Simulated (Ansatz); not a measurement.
**What a change of settings does: SnO$_{2}$ (fluorite type)**

First run: DFT, PBE, all-electron LAPW, scalar-relativistic (Ansatz 0.2.0).

Command: `ansatz run input.yaml --threads 1 --pin off --max-ram 3072MiB --backend cpu --events-out ev --progress --plain --runs-dir out` It took 30 s on 1 thread of Intel(R) Xeon(R) Platinum 8259CL CPU @ 2.50GHz (Skylake/Cascade Lake), on a shared host, peak memory 0.51 GiB.

```yaml
crystal:
  lattice:
    - [0.0, 2.4643170921, 2.4643170921]
    - [2.4643170921, 0.0, 2.4643170921]
    - [2.4643170921, 2.4643170921, 0.0]
  atoms:
    - { symbol: Sn, position: [0.0, 0.0, 0.0] }
    - { symbol: O, position: [0.25, 0.25, 0.25] }
    - { symbol: O, position: [0.75, 0.75, 0.75] }
kpoints:
  mp_grid: { grid: [12, 12, 12] }
scf:
  occupations: { method: fermi_dirac, width: 0.08 }
hamiltonian:
  xc: pbe
  pseudopotentials: { kind: all_electron, lapw: { basis_error: 0.001 } }
output:
  forces: true
  stress: true
  eigenvalues: true
  populations: true
```

The cell comes from a relaxation on PAW files under the same functional, begun from a prototype that needn't be the stable phase.

This run: volume at 0.88 of the series' base cell.

It converges in 8 SCF iterations at a pressure of 32.5 GPa.

The input is then changed:

```diff
   occupations: { method: fermi_dirac, width: 0.08 }
+  mixing: { algorithm: broyden, beta: 0.05 }
 hamiltonian:
   populations: true
+basis:
+  xc_grid: 2
```

Task: Predict the outcome of the changed run.

Result: It converges in 13 SCF iterations at a pressure of 32.5 GPa, free energy 0.0 meV/atom against the first run's.
